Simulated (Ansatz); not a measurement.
# BP: what a guessed cell relaxes into, part 2 of 2

Aim: relax a trial structure of BP and see where it ends.

Ansatz 0.2.0; DFT PBE, scalar-relativistic, plane waves, PAW. The steps go on from the part before.

## (4) Final relaxation

The end of the coarse run is made exact in the group found at a tolerance of 0.06 Å and reduced to its primitive cell.

The input, input.yaml:

```yaml
crystal:
  lattice:
    - [-3.0860908729, 3.0860908729, 4.1275117374]
    - [3.0860908729, -3.0860908729, 4.1275117374]
    - [3.0860908729, 3.0860908729, -4.1275117374]
  atoms:
    - { symbol: B, position: [0.1739644641, 0.4479399844, 0.0] }
    - { symbol: B, position: [0.5520600156, 0.5520600156, 0.7260244797] }
    - { symbol: B, position: [0.0, 0.0, 0.0] }
    - { symbol: B, position: [0.8260355359, 0.8260355359, 0.2739755203] }
    - { symbol: B, position: [0.4479399844, 0.1739644641, 0.0] }
    - { symbol: P, position: [0.328146111, 0.328146111, 0.2828722368] }
    - { symbol: P, position: [0.9547261258, 0.671853889, 0.0] }
    - { symbol: P, position: [0.671853889, 0.9547261258, 0.0] }
    - { symbol: P, position: [0.0452738742, 0.0452738742, 0.7171277632] }
    - { symbol: P, position: [0.5, 0.5, 0.0] }
basis:
  ecutwfc: 420
kpoints:
  mp_grid: { grid: [6, 6, 6] }
hamiltonian:
  xc: pbe
scf:
  occupations: { method: gaussian, width: 0.02 }
output:
  forces: true
  stress: true
  eigenvalues: true
  write_density: true
  write_potential: true
  elf: true
  volumetric_format: npy
relax:
  adjacent_minimum: "off"
  f_tol: 0.01
  max_steps: 80
  cell: { stress_tol: 0.05 }
```

The run is started by

```sh
$ ansatz run input.yaml --threads 1 --pin off --max-ram 2560MiB --backend cpu --events-out ev --progress --plain --runs-dir out
```

The log of the run:

```text
Warning: RAYON_NUM_THREADS=1 ignored (pool sized by the plan → 1); use --threads N
Engine: ansatz 0.2.0, aarch64-unknown-linux-gnu
Pseudopotentials: kind: paw
Pseudopotential: B, paw, valence charge 3, recommended cutoff 420 eV (normal), B.paw.azcp
Pseudopotential: P, paw, valence charge 5, recommended cutoff 420 eV (normal), P.paw.azcp
Functional definition: PBE
  parameter kappa = 0.804
  parameter beta = 0.06672455060314922
  exchange = pbe_x(kappa = kappa, mu = beta*pi^2/3)
  correlation = pbe_c(beta = beta)
Crystal: 10 atoms, lattice volume = 157.241 Å³
Basis set: ecut = 420 eV, 3069 PW (Γ), exchange–correlation on 90×90×90 points (8 copies of the dense FFT grid, shifted against one another)
Bands: 30, of which v1, the nominal top of the filled ones, is band 20 counted from 1 (19 counted from 0)
Symmetry: 8 space group operations
Space group: I-42m (ITA 121), of the structure as read, at distance tolerance 5.4e-5 Å
k-points: 30 of 216 (time reversal used)
Non-local potential: B, projectors of the file, l = 0: 2, l = 1: 2, l = 2: 1
Non-local potential: P, projectors of the file, l = 0: 2, l = 1: 2, l = 2: 2
PAW form: soft (Blöchl's): semilocal exchange-correlation on the pseudo side does not see the compensation charge
PAW one-centre angular grid: B, 110 points (default); XC on 64 Gauss nodes
PAW one-centre angular grid: P, 110 points (default); XC on 64 Gauss nodes
Initial density: superposition of atomic densities (neutral atoms: chi_scale 0, normalization atom), corrected by the library's trained network
Initial wavefunctions: pseudopotential atomic-orbital guess
Functional: x = pbe(κ = 0.804, μ = 0.2195149727645171), c = pbe(β = 0.06672455060314922)
SCF iter   1: F=—  HF=-4557.808416 eV  |F-HF|=—  |Δ(HF+E_count)|=         —  Δρ=5.04e-3  dr2=7.07e-2  ethr=1.77e-3  ⟨swp⟩=8.7  Hψ=5569  notcnv=0  defer=6
preconditioner: auto → Resta (q_TF=auto, 2.172 Å⁻¹)  ε∞=4.4  [insulator: Δε(μ)=1.389 eV  Ē_g=10.095 eV  σ=0.020 eV  W_gap=1.00  n_scr=26 (ndim 8)  ℏωp=18.7 eV  f_vac=0.049  D(μ)=0.00/eV (n_scr^D=0)  ε∞_Penn≈4.4]
SCF iter   2: F=—  HF=-4557.796188 eV  |F-HF|=—  |Δ(HF+E_count)|=   1.22e-2  Δρ=2.47e-3  dr2=1.81e-2  ethr=1.77e-4  ⟨swp⟩=2.9  Hψ=1652  notcnv=0  defer=94
SCF iter   3: F=—  HF=-4557.795507 eV  |F-HF|=—  |Δ(HF+E_count)|=   6.81e-4  Δρ=6.51e-4  dr2=1.07e-3  ethr=4.52e-5  ⟨swp⟩=3.0  Hψ=1644  notcnv=0  defer=94
SCF iter   4: F=—  HF=-4557.796216 eV  |F-HF|=—  |Δ(HF+E_count)|=   7.09e-4  Δρ=2.47e-4  dr2=2.29e-4  ethr=2.67e-6  ⟨swp⟩=2.1  Hψ=1326  notcnv=0  defer=94
SCF iter   5: F=—  HF=-4557.796569 eV  |F-HF|=—  |Δ(HF+E_count)|=   3.53e-4  Δρ=6.58e-5  dr2=1.06e-5  ethr=5.72e-7  ⟨swp⟩=2.0  Hψ=1449  notcnv=0  defer=94
SCF iter   6: F=—  HF=-4557.796645 eV  |F-HF|=—  |Δ(HF+E_count)|=   7.62e-5  Δρ=1.84e-5  dr2=9.79e-7  ethr=2.65e-8  ⟨swp⟩=2.0  Hψ=1385  notcnv=0  defer=94
SCF iter   7: F=-4557.796646 eV  HF=-4557.796646 eV  |F-HF|=9.91e-8  |Δ(HF+E_count)|=   4.83e-7  Δρ=4.45e-6  dr2=4.71e-8  ethr=2.50e-10  ⟨swp⟩=17.1  Hψ=8474  notcnv=0
SCF 1 converged in 7 iterations: F = -4557.796646 eV  dr2 = 4.71e-8
relax step   1: F+E_penalty+E_count = -4557.79664566 eV  Δ(F+E_penalty+E_count) = +0.000e0 eV  max|allowed force component| = 2.375e-2 eV/Å  Δτ_max = 0.0000 Å  P = +0.199 GPa  Ω = 157.241 Å³  (7 SCF iters, dr2 threshold 1.00e-7 eV, accepted)
Crystal: 10 atoms, lattice volume = 157.356 Å³
Initial density: handed on by an earlier stage of this run
Initial wavefunctions: those handed on with the density
iter 1 solved again at ethr=1.27e-7 eV; its pass at ethr=3.10e-3 eV (dr2=5.07e-5 eV) is discarded
SCF iter   1: F=—  HF=-4557.796942 eV  |F-HF|=—  |Δ(HF+E_count)|=         —  Δρ=1.87e-4  dr2=5.59e-5  ethr=1.27e-7  ⟨swp⟩=3.7  Hψ=4910  notcnv=0
preconditioner: auto → Resta (q_TF=auto, 2.171 Å⁻¹)  ε∞=4.5  [insulator: Δε(μ)=1.325 eV  Ē_g=10.070 eV  σ=0.020 eV  W_gap=1.00  n_scr=26 (ndim 8)  ℏωp=18.7 eV  f_vac=0.061  D(μ)=0.00/eV (n_scr^D=0)  ε∞_Penn≈4.5]
SCF iter   2: F=—  HF=-4557.796933 eV  |F-HF|=—  |Δ(HF+E_count)|=   9.85e-6  Δρ=9.39e-5  dr2=1.18e-5  ethr=1.27e-7  ⟨swp⟩=2.0  Hψ=1404  notcnv=0
SCF iter   3: F=—  HF=-4557.796931 eV  |F-HF|=—  |Δ(HF+E_count)|=   1.76e-6  Δρ=1.86e-5  dr2=6.17e-7  ethr=2.95e-8  ⟨swp⟩=2.0  Hψ=1493  notcnv=0
SCF iter   4: F=-4557.796931 eV  HF=-4557.796931 eV  |F-HF|=5.63e-8  |Δ(HF+E_count)|=   1.34e-7  Δρ=4.40e-6  dr2=4.85e-8  ethr=6.68e-10  ⟨swp⟩=13.8  Hψ=7500  notcnv=0
SCF 2 converged in 4 iterations: F = -4557.796931 eV  dr2 = 4.85e-8
relax step   2: F+E_penalty+E_count = -4557.79693102 eV  Δ(F+E_penalty+E_count) = -2.854e-4 eV  max|allowed force component| = 1.458e-2 eV/Å  Δτ_max = 0.0010 Å  P = +0.110 GPa  Ω = 157.356 Å³  energy of the carried Pulay correction = -6.597e-5 eV  (4 SCF iters, dr2 threshold 2.67e-7 eV, accepted)
Crystal: 10 atoms, lattice volume = 157.482 Å³
iter 1 solved again at ethr=1.50e-7 eV; its pass at ethr=3.10e-3 eV (dr2=6.00e-5 eV) is discarded
SCF iter   1: F=—  HF=-4557.796966 eV  |F-HF|=—  |Δ(HF+E_count)|=         —  Δρ=1.50e-4  dr2=6.29e-5  ethr=1.50e-7  ⟨swp⟩=2.5  Hψ=4110  notcnv=0
preconditioner: auto → Resta (q_TF=auto, 2.171 Å⁻¹)  ε∞=4.5  [insulator: Δε(μ)=1.318 eV  Ē_g=10.066 eV  σ=0.020 eV  W_gap=1.00  n_scr=26 (ndim 8)  ℏωp=18.7 eV  f_vac=0.061  D(μ)=0.00/eV (n_scr^D=0)  ε∞_Penn≈4.5]
SCF iter   2: F=—  HF=-4557.796950 eV  |F-HF|=—  |Δ(HF+E_count)|=   1.58e-5  Δρ=5.51e-5  dr2=9.62e-6  ethr=1.50e-7  ⟨swp⟩=2.2  Hψ=1415  notcnv=0
SCF iter   3: F=—  HF=-4557.796947 eV  |F-HF|=—  |Δ(HF+E_count)|=   2.43e-6  Δρ=1.56e-5  dr2=8.37e-7  ethr=2.40e-8  ⟨swp⟩=2.8  Hψ=1484  notcnv=0
SCF iter   4: F=—  HF=-4557.796947 eV  |F-HF|=—  |Δ(HF+E_count)|=   1.24e-7  Δρ=4.34e-6  dr2=6.70e-8  ethr=2.09e-9  ⟨swp⟩=2.1  Hψ=1478  notcnv=0
SCF iter   5: F=-4557.796948 eV  HF=-4557.796948 eV  |F-HF|=9.10e-9  |Δ(HF+E_count)|=   7.25e-8  Δρ=1.21e-6  dr2=3.31e-9  ethr=1.57e-10  ⟨swp⟩=12.3  Hψ=6789  notcnv=0
SCF 3 converged in 5 iterations: F = -4557.796948 eV  dr2 = 3.31e-9
relax step   3: F+E_penalty+E_count = -4557.79694752 eV  Δ(F+E_penalty+E_count) = -1.650e-5 eV  max|allowed force component| = 4.503e-3 eV/Å  Δτ_max = 0.0006 Å  P = +0.012 GPa  Ω = 157.482 Å³  energy of the carried Pulay correction = -1.380e-4 eV  (5 SCF iters, dr2 threshold 6.28e-8 eV, accepted)
Initial wavefunctions: pseudopotential atomic-orbital guess (no wavefunctions were taken with the density)
iter 1 solved again at ethr=1.10e-6 eV; its pass at ethr=3.10e-3 eV (dr2=4.42e-4 eV) is discarded
SCF iter   1: F=—  HF=-4557.797076 eV  |F-HF|=—  |Δ(HF+E_count)|=         —  Δρ=5.23e-6  dr2=7.84e-9  ethr=1.10e-6  ⟨swp⟩=3.9  Hψ=8300  notcnv=0
eigensolver tolerance schedule: the retry pair's looser diagonalisation over-reported the residual by 56362.83 of it (diagonalisation noise at an unbounded share of the residual, at the tolerance the schedule requests for it); recorded, not acted on — ethr = c·dr2/N_el stays at c = 1.0e-1
preconditioner: auto → Resta (q_TF=auto, 2.171 Å⁻¹)  ε∞=4.5  [insulator: Δε(μ)=1.320 eV  Ē_g=10.066 eV  σ=0.020 eV  W_gap=1.00  n_scr=26 (ndim 8)  ℏωp=18.7 eV  f_vac=0.061  D(μ)=0.00/eV (n_scr^D=0)  ε∞_Penn≈4.5]
SCF iter   2: F=—  HF=-4557.797133 eV  |F-HF|=—  |Δ(HF+E_count)|=   5.65e-5  Δρ=2.93e-6  dr2=3.17e-9  ethr=1.96e-11  ⟨swp⟩=4.4  Hψ=2469  notcnv=0
SCF iter   3: F=—  HF=-4557.797133 eV  |F-HF|=—  |Δ(HF+E_count)|=   1.32e-7  Δρ=1.01e-6  dr2=7.11e-10  ethr=7.92e-12  ⟨swp⟩=2.1  Hψ=1391  notcnv=0
SCF iter   4: F=—  HF=-4557.797133 eV  |F-HF|=—  |Δ(HF+E_count)|=   1.41e-8  Δρ=2.42e-7  dr2=1.43e-10  ethr=1.78e-12  ⟨swp⟩=2.0  Hψ=1477  notcnv=0
SCF iter   5: F=-4557.797133 eV  HF=-4557.797133 eV  |F-HF|=1.55e-11  |Δ(HF+E_count)|=  3.42e-10  Δρ=1.48e-7  dr2=4.77e-11  ethr=1.00e-12  ⟨swp⟩=8.3  Hψ=5120  notcnv=0
SCF 4 converged in 5 iterations: F = -4557.797133 eV  dr2 = 4.77e-11
relax step   4: F+E_penalty+E_count = -4557.79713314 eV  Δ(F+E_penalty+E_count) = -1.856e-4 eV  max|allowed force component| = 4.501e-3 eV/Å  Δτ_max = 0.0000 Å  P = +0.013 GPa  Ω = 157.482 Å³  stress off target by 1.42e-2 GPa  SCF on the basis re-selected at this cell (its energy is not comparable with the rows above)  (5 SCF iters)
basis re-selected at this cell: Δ(F+E_penalty+E_count) = -1.856e-4 eV, ΔP = +0.001 GPa vs the last step (what re-selecting the basis moved, of the pressure what is left beyond the Pulay correction that the steps carried, after the strain that the cell walked since its last selection, with what the two solves' SCF thresholds leave and, on support functions, any second-order correction that the steps lacked; it is no measure of the basis error at this ecutwfc). This SCF's stress stands 1.42e-2 GPa from its target on what of the cell is left free (relax.cell.stress_tol is 5.00e-2 GPa) and its largest allowed force component is 4.50e-3 eV/Å (relax.f_tol is 1.00e-2 eV/Å): within both
SCF converged after 5 iterations
Free energy (F): -4557.797133 eV
Harris-Foulkes:  -4557.797133 eV  (|F-HF|=1.55e-11)
Internal energy: -4557.797133 eV  (E = F + TS)
E sigma→0 (E₀):  -4557.797133 eV
Fermi energy:    6.010567 eV
--- Per-component energies (eV) ---
  E_band       = -23.399024
  E_kinetic    = 600.188821
  E_local      = -888.507266  (includes V_loc(G=0)·N_el)
  E_nonlocal   = 226.256552
  E_hartree    = 293.161816
  E_xc         = -470.166669
  E_vxc        = -496.885746  (∫ρ·V_xc dr)
  E_paw        = -3239.501196  (= ΣΔE_a)
  E_vpaw       = -50.775181  (= ΣTr[D̂ρ^β])
  E_aug_tail   = 0.000002  (compensation charges beyond the density's cutoff)
  E_ewald      = -1079.229194
  E_smearing   = -0.000000  (= −TS)
  E_closure    = 0.000000  (closes the sum)
  Σ components = -4557.797133   (vs F -4557.797133, Δ=0.00e0)
--- Forces (eV/Å), atoms counted from 1 ---
  atom   1  B      0.00004723    -0.00004723     0.00450143
  atom   2  B     -0.00004723    -0.00004723    -0.00450143
  atom   3  B      0.00000000     0.00000000     0.00000000
  atom   4  B      0.00004723     0.00004723    -0.00450143
  atom   5  B     -0.00004723     0.00004723     0.00450143
  atom   6  P      0.00350316     0.00350316    -0.00383706
  atom   7  P     -0.00350316     0.00350316     0.00383706
  atom   8  P      0.00350316    -0.00350316     0.00383706
  atom   9  P     -0.00350316    -0.00350316    -0.00383706
  atom  10  P      0.00000000    -0.00000000    -0.00000000
  max |Σ_I F_I| component: 2.55e-16 eV/Å
--- Stress (GPa, compression-positive) ---
        0.014159       0.000000       0.000000
        0.000000       0.014159      -0.000000
        0.000000      -0.000000       0.009840
  P = ⅓ Tr σ = 0.0127 GPa (0.127 kbar)
--- Band table (eV; the first three rows and the last of 30) ---
  k-point 0: bands = ["-9.6230", "-7.8587", "-5.6615", "-4.7944", "-4.7944", "-2.8569", "-1.4374", "-1.1227", "-1.1227", "-0.6337", "-0.6120", "0.4394", "0.4394", "1.6577", "4.4895", "4.4895", "4.9479", "4.9479", "5.0074", "5.2608", "6.6707", "8.5144", "8.5144", "8.8507", "9.0372", "9.5467", "10.3196", "10.3259", "10.3259", "11.0602"]
  k-point 1: bands = ["-9.5329", "-7.9980", "-5.7681", "-4.8332", "-4.6404", "-2.9625", "-2.1035", "-1.0483", "-0.9703", "-0.5513", "0.2996", "0.6556", "0.7566", "2.0323", "3.7212", "3.9883", "4.1296", "4.8499", "4.9347", "5.1253", "7.0264", "7.9797", "8.7492", "8.9145", "9.4322", "9.5577", "10.4011", "10.5570", "10.7598", "10.9612"]
  k-point 2: bands = ["-9.3277", "-8.2297", "-5.9118", "-5.0102", "-4.9080", "-2.4324", "-2.0573", "-0.9178", "-0.8717", "-0.3627", "0.1044", "1.3382", "1.7528", "2.2680", "2.8291", "3.2835", "3.3718", "4.6719", "4.6785", "4.9156", "7.6526", "7.9506", "8.5474", "9.0681", "9.0856", "9.4284", "9.6405", "10.1063", "10.8839", "11.2845"]
  k-point 29: bands = ["-8.7688", "-8.7589", "-6.3217", "-5.1380", "-5.1380", "-1.4583", "-1.2780", "-0.9435", "-0.3412", "-0.3412", "-0.1461", "1.1958", "1.8426", "1.8426", "2.9541", "2.9541", "3.5769", "3.6446", "3.6446", "5.3504", "6.9057", "8.6937", "8.7644", "8.8546", "8.8546", "9.4603", "9.8511", "9.8511", "10.1715", "10.9334"]
--- Relaxed structure (3 steps of the walk, 3 accepted, 1 SCFs on fresh bases) ---
  F+E_penalty+E_count = -4557.79713314 eV   max|allowed force component| = 4.501e-3 eV/Å   (the final SCF, on the basis selected at the relaxed cell)
  cell:  # Å, volume = 157.4822 Å³
    - [-3.0894569867860673, 3.0894569867860673, 4.124840915516231]
    - [3.0894569867860673, -3.0894569867860673, 4.124840915516231]
    - [3.0894569867860673, 3.0894569867860673, -4.124840915516231]
  atoms:
    - { symbol: B, position: [0.17387475926713658, 0.4480258678724328, 0.0] }
    - { symbol: B, position: [0.5519741321275671, 0.5519741321275671, 0.7258488913947037] }
    - { symbol: B, position: [-2.5993226550787955e-21, -9.38791730377873e-22, 1.715424508988565e-21] }
    - { symbol: B, position: [0.8261252407328634, 0.8261252407328634, 0.27415110860529623] }
    - { symbol: B, position: [0.4480258678724328, 0.17387475926713658, 0.0] }
    - { symbol: P, position: [0.3282007998583036, 0.3282007998583036, 0.2829543343451997] }
    - { symbol: P, position: [0.954753534486896, 0.6717992001416964, 0.0] }
    - { symbol: P, position: [0.6717992001416964, 0.954753534486896, 0.0] }
    - { symbol: P, position: [0.04524646551310402, 0.04524646551310402, 0.7170456656548004] }
    - { symbol: P, position: [0.5, 0.5, -6.510332231549107e-21] }
```

Wall time 59 s (1 thread of Arm Neoverse V1, shared host); peak memory 0.42 GiB.

Step by step:

```
step  energy from step 1 (eV/cell)  largest force component (eV/Å)  pressure (GPa)  volume (Å³)
   1                        0.0000                          0.0238            0.20       157.24
   2                       -0.0003                          0.0146            0.11       157.36
   3                       -0.0003                          0.0045            0.01       157.48
   4                       -0.0005                          0.0045            0.01       157.48
```

Step 1 is the start. Step 4 repeats the geometry before it on a plane-wave basis chosen anew for that cell, so its energy need not be comparable with the rows above.

Lengths and angles in the start's conventional setting:

|  | before | after | change |
| --- | --- | --- | --- |
| a (Å) | 6.172 | 6.179 | +0.1 % |
| b (Å) | 6.172 | 6.179 | +0.1 % |
| c (Å) | 8.255 | 8.250 | -0.1 % |
| volume (Å³/atom) | 15.72 | 15.75 | +0.2 % |
| shortest distance (Å) | 1.934 | 1.935 | +0.1 % |
| space group (0.01 Å) | I-42m | I-42m | same |

The run keeps the 8 symmetry operations of the start, so it could not have lowered the symmetry.

Axes a, b and c in the maps are those of this run's conventional cell (a, b, c = 6.179, 6.179, 8.250 Å).

Density in a lattice plane of the grid's cell (edges 6.18 and 8.25 Å, at 0.137 of the third edge), which holds B and P.

Ten even steps from '0' (0.01 e/Å³) to '9' (0.82 e/Å³):
```
431000000000012456
521000000000135898
632100000001257458
854321100001366128
988753210001247679
785575211000123456
588764210000001123
578632100000000013
675310000000000124
654200000000000245
642100000000001357
531000000000123687
532110000001246788
765432100011257558
997674210001235788
882166310000112345
685465210000000123
589853100000000012
465421000000000013
442100000000000124
```
Columns run along the first of these edges and rows up along the second, over one cell in 18 and 20 even steps from the bottom left corner. Atoms in the plane (fractional): B at (0.14, 0.69), B at (0.86, 0.31), P at (0.14, 0.19), P at (0.86, 0.81).

ELF in the same plane.

Values, 12 rows by 8 columns:
```
0.75 0.12 0.03 0.01 0.04 0.16 0.60 0.92
0.68 0.27 0.20 0.06 0.11 0.43 0.68 0.00
0.89 0.35 0.60 0.33 0.23 0.30 0.72 0.34
0.58 0.02 0.63 0.46 0.21 0.06 0.30 0.37
0.78 0.88 0.43 0.18 0.07 0.01 0.03 0.21
0.71 0.73 0.14 0.02 0.02 0.02 0.14 0.73
0.78 0.21 0.03 0.01 0.07 0.18 0.43 0.88
0.58 0.38 0.30 0.06 0.21 0.46 0.63 0.02
0.89 0.34 0.72 0.30 0.23 0.33 0.60 0.35
0.67 0.01 0.68 0.43 0.11 0.06 0.20 0.27
0.75 0.92 0.60 0.15 0.04 0.01 0.03 0.12
0.57 0.63 0.17 0.01 0.01 0.01 0.17 0.63
```
Columns run along the first of these edges and rows up along the second, over one cell in 8 and 12 even steps from the bottom left corner. Atoms in the plane (fractional): B at (0.14, 0.69), B at (0.86, 0.31), P at (0.14, 0.19), P at (0.86, 0.81).

Both are smooth fields of the valence electrons: close to the nuclei they are not physical.

Outside the cores ELF peaks at 0.96 on the P–B line, 1.0 Å from P.

## (5) Changing settings: symmetry.detect false, mixing.algorithm msr1, mixing.beta 0.7, mixing.ndim 8

The input, input.yaml:

```yaml
crystal:
  lattice:
    - [-3.0894569868, 3.0894569868, 4.1248409155]
    - [3.0894569868, -3.0894569868, 4.1248409155]
    - [3.0894569868, 3.0894569868, -4.1248409155]
  atoms:
    - { symbol: B, position: [0.1738747593, 0.4480258679, 0.0] }
    - { symbol: B, position: [0.5519741321, 0.5519741321, 0.7258488914] }
    - { symbol: B, position: [0.0, 0.0, 0.0] }
    - { symbol: B, position: [0.8261252407, 0.8261252407, 0.2741511086] }
    - { symbol: B, position: [0.4480258679, 0.1738747593, 0.0] }
    - { symbol: P, position: [0.3282007999, 0.3282007999, 0.2829543343] }
    - { symbol: P, position: [0.9547535345, 0.6717992001, 0.0] }
    - { symbol: P, position: [0.6717992001, 0.9547535345, 0.0] }
    - { symbol: P, position: [0.0452464655, 0.0452464655, 0.7170456657] }
    - { symbol: P, position: [0.5, 0.5, 0.0] }
  symmetry: { detect: false }
basis:
  ecutwfc: 420
kpoints:
  mp_grid: { grid: [6, 6, 6] }
hamiltonian:
  xc: pbe
scf:
  occupations: { method: gaussian, width: 0.02 }
  mixing: { algorithm: msr1, beta: 0.7, ndim: 8 }
output:
  forces: true
  eigenvalues: true
  stress: true
```

The run is started by

```sh
$ ansatz run input.yaml --threads 1 --pin off --max-ram 2560MiB --backend cpu --events-out ev --progress --plain --runs-dir out
```

The log of the run (excerpt; [...] marks lines left out):

```text
Warning: RAYON_NUM_THREADS=1 ignored (pool sized by the plan → 1); use --threads N
[...]
[... 4 set-up lines as earlier in the session ...]
[...]
Crystal: 10 atoms, lattice volume = 157.482 Å³
Basis set: ecut = 420 eV, 3069 PW (Γ), exchange–correlation on 90×90×90 points (8 copies of the dense FFT grid, shifted against one another)
Bands: 30, of which v1, the nominal top of the filled ones, is band 20 counted from 1 (19 counted from 0)
Symmetry: 1 space group operations
k-points: 112 of 216 (time reversal used)
[...]
SCF iter   1: F=—  HF=-4557.808760 eV  |F-HF|=—  |Δ(HF+E_count)|=         —  Δρ=5.02e-3  dr2=7.03e-2  ethr=1.77e-3  ⟨swp⟩=8.8  Hψ=20977  notcnv=0  defer=12
[...]
SCF iter   7: F=-4557.797133 eV  HF=-4557.797133 eV  |F-HF|=5.99e-8  |Δ(HF+E_count)|=   6.41e-7  Δρ=3.71e-6  dr2=3.09e-8  ethr=2.50e-10  ⟨swp⟩=12.4  Hψ=18469  notcnv=0
[...]
SCF converged after 7 iterations
Free energy (F): -4557.797133 eV
[...]
E sigma→0 (E₀):  -4557.797133 eV
Fermi energy:    6.010547 eV
[...]
--- Forces (eV/Å), atoms counted from 1 ---
  atom   1  B      0.00004980    -0.00005077     0.00452161
  atom   2  B     -0.00004612    -0.00004394    -0.00451883
  atom   3  B     -0.00000127     0.00000050    -0.00000418
  atom   4  B      0.00004338     0.00004557    -0.00451994
  atom   5  B     -0.00005084     0.00004986     0.00451995
  atom   6  P      0.00348220     0.00348628    -0.00389058
  atom   7  P     -0.00346767     0.00346543     0.00388214
  atom   8  P      0.00347000    -0.00347229     0.00388189
[...]
--- Stress (GPa, compression-positive) ---
        0.014128      -0.000023       0.000000
       -0.000023       0.014128      -0.000001
        0.000000      -0.000001       0.009576
  P = ⅓ Tr σ = 0.0126 GPa (0.126 kbar)
--- Band table (eV; the first three rows and the last of 112) ---
[... band rows left out ...]
[...]
```

Wall time 44 s (1 thread of Arm Neoverse V1, shared host); peak memory 0.64 GiB.

```tsv
run	ending	energy change	pressure (GPa)	gap (eV)	force (eV/Å)	cycles	time
step 4	converged	0	0.0	1.32	0.01	-	59 s
variant	converged	0.0 meV/atom	0.0	1.32	0.01	7	44 s
```

With the changed use of symmetry and mixing the energy agrees within 0.5 meV/atom.

## (6) Outcome

What follows sums up all 2 parts. Changes of volume or cell count from the first structure of part 1.

```
                              quantity                                                                      value
symmetry at the end (tolerance 0.02 Å)                                                space group I-42m (No. 121)
                     conventional cell  a = 6.179 Å, b = 6.179 Å, c = 8.250 Å, α = 90.00°, β = 90.00°, γ = 90.00°
                                volume                                                              15.75 Å³/atom
     energy over the elements, black P                                                              +0.01 eV/atom
                       gap on the mesh                                                                    1.32 eV
```

The space group I-42m (No. 121) is kept, and the volume per atom grows by 10.1 % from the first guess. The formation energy of this structure is too near zero to say whether it is bound against the elements. No finished test with a distortion of lower symmetry is shown, so the end may be a saddle point.
